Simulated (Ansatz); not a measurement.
# BAs (111), zinc blende: biaxial strain and the free axis

A thin film takes the in-plane lattice of its substrate and is free along the normal. How do the free axis and the stress follow the misfit? The strained cell has c along the film normal; unstrained it is a = 3.3712 Å, b = 3.3712 Å, c = 8.2577 Å, α = 90.00°, β = 90.00°, γ = 120.00°, with 6 atoms.

Calculated with Ansatz 0.2.0, PBEsol, PAW files of the set soft_1, cutoff 600 eV, Fermi–Dirac smearing 0.02 eV, k-mesh 9×9×4, no spin polarisation, no spin-orbit coupling.

Relaxed positions at 0 %:

```csv
atom,x,y,z
As,0.0000,0.0000,0.7500
As,0.3333,0.6667,0.0833
As,0.6667,0.3333,0.4167
B,0.0000,0.0000,0.0000
B,0.3333,0.6667,0.3333
B,0.6667,0.3333,0.6667
```

```csv
ε∥ (%),a (Å),c (Å),ε⊥ (%),"σ (GPa, tension positive)"
−3,3.2701,8.3199,0.753,−12.71
−2,3.3038,8.2982,0.491,−8.12
0,3.3712,8.2577,0.000,−0.01
1,3.4049,8.2383,−0.235,3.54
2,3.4386,8.2201,−0.456,6.78
3,3.4723,8.2027,−0.667,9.72
```

**Question.** Fit both responses and give the free strain and the stress at −1 %, a row left out above.

Least squares with y = y0 + y1 ε + y2 ε² (ε in %) gives ε⊥ = −0.002 + (−0.2367) ε + (0.0049) ε² and σ = −0.02 + (3.734) ε + (−0.164) ε² GPa. The linear terms put the ratio of free to applied strain at −0.237 and the biaxial modulus at 373 GPa.

At −1 % the free strain comes out as 0.240 %. The run itself gives 0.239 %, so the estimate misses by 0.001 %, a rounding's worth.

The stress comes out as −3.91 GPa. The run itself gives −3.90 GPa, so the estimate misses by 0.01 GPa, a rounding's worth.

The negative ε² term means that the crystal stiffens in compression and softens in tension.

[Logs are printed without paths, hosts, clocks, repeated set-up lines and the standing remarks that a program may print on its own settings, such as how far it seeks lower states.]
